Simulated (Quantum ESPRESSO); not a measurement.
Runs of Quantum ESPRESSO 7.5 on W. It takes space group Im-3m (No. 229, cubic). The conventional cell has a = 3.165 Å, b = 3.165 Å, c = 3.165 Å, α = 90.00°, β = 90.00°, γ = 90.00°. W (site symmetry m-3m) has 8 W at 2.74 Å as nearest neighbours. 

```tsv
task	level	potentials or basis	spin	cell	k mesh	cutoff (eV)	smearing	q mesh for exact exchange	cutoff for exact exchange	mixing beta	SCF threshold	form of the LDA correlation	mesh quality	gap on the mesh (eV)	pressure (GPa)	V0 of scaled cells (Å³/atom)	B0 (GPa)
band structure	LDA	PseudoDojo 0.4.1 SR LDA standard	off	as given	12 × 12 × 12	952	fermi-dirac 0.05 eV	-	-	0.5	2e-10 Ry	PW92	not flagged	none	-9.8	-	-
band structure	PBE	PseudoDojo 0.4.1 SR PBE standard	off	as given	12 × 12 × 12	1007	fermi-dirac 0.05 eV	-	-	0.5	2e-10 Ry	-	not flagged	none	5.9	-	-
phonon dispersion	LDA	GBRV 1.5 LDA	off	relaxed	8 × 8 × 8	762	cold 0.2 eV	-	-	0.5	2e-10 Ry	PZ81	coarse	none	0.0	-	-
equation of state	LDA	GBRV 1.5 LDA	off	as given	12 × 12 × 12	612	fermi-dirac 0.05 eV	-	-	0.5	2e-10 Ry	PZ81	not flagged	-	-	15.44	(b)
phonons	vdW-DF-cx	GBRV 1.5 PBE	off	relaxed	8 × 8 × 8	762	cold 0.2 eV	-	-	0.5	2e-10 Ry	-	coarse	none	0.0	-	-
equation of state	AM05	PseudoDojo 0.4.1 SR PBE standard	off	as given	12 × 12 × 12	1007	fermi-dirac 0.05 eV	-	-	0.5	2e-10 Ry	-	not flagged	-	-	(a)	319
equation of state	PBEsol	PseudoDojo 0.4.1 SR PBEsol standard	off	as given	12 × 12 × 12	1007	fermi-dirac 0.05 eV	-	-	0.5	2e-10 Ry	-	not flagged	-	-	15.71	(c)
```

**Question.** Fill in the values left out.

**Answer.** (a) 15.68; (b) 330; (c) 317.

Caveats: the mesh is thin for the phonons of a metal (some runs); the potentials were made for another functional, which shifts forces and pressure (some runs).

A k mesh can miss the band edges, and the runs leave out spin-orbit coupling on W.

A gap of «none» marks a metal or a gap under the smearing width.

Not every run made on this cell is shown here.
